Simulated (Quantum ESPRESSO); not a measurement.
KF (Carobbiite):

```
K F
1.0
     0.00000    2.67185    2.67185
     2.67185    0.00000    2.67185
     2.67185    2.67185    0.00000
K F
1 1
Cartesian
  0.0000 0.0000 0.0000
  2.6719 2.6719 2.6719
```

- Program: Quantum ESPRESSO 7.5
- Task: phonons and Raman activities
- Functional: PBE
- Potentials or basis: PseudoDojo 0.4.1 SR PBE standard
- Cutoff: 1143 eV
- Density cutoff: 4572 eV
- k mesh: 4 × 4 × 4, shifted
- Occupations: fermi-dirac, width 0.05 eV
- Spin: no spin polarisation
- Mixing beta: 0.5
- Most SCF iterations: 120
- SCF threshold: 4e-10 Ry

The cell and the atoms were relaxed first, to 19.84 Å³/atom (a = 3.829 Å, b = 3.829 Å, c = 3.829 Å, α = 60.00°, β = 60.00°, γ = 60.00°), and the response was taken there.

The first run showed a gap, so the response started from a second, tighter run with fixed occupations.

Problem. How polar is the lattice: what are the Born charges, the two dielectric constants and the LO-TO splitting?

Solution. Born charges ±1.13 e; dielectric constants 1.96 (electrons alone) and 6.52 (static); transverse and longitudinal modes at 165 and 302 cm⁻¹.
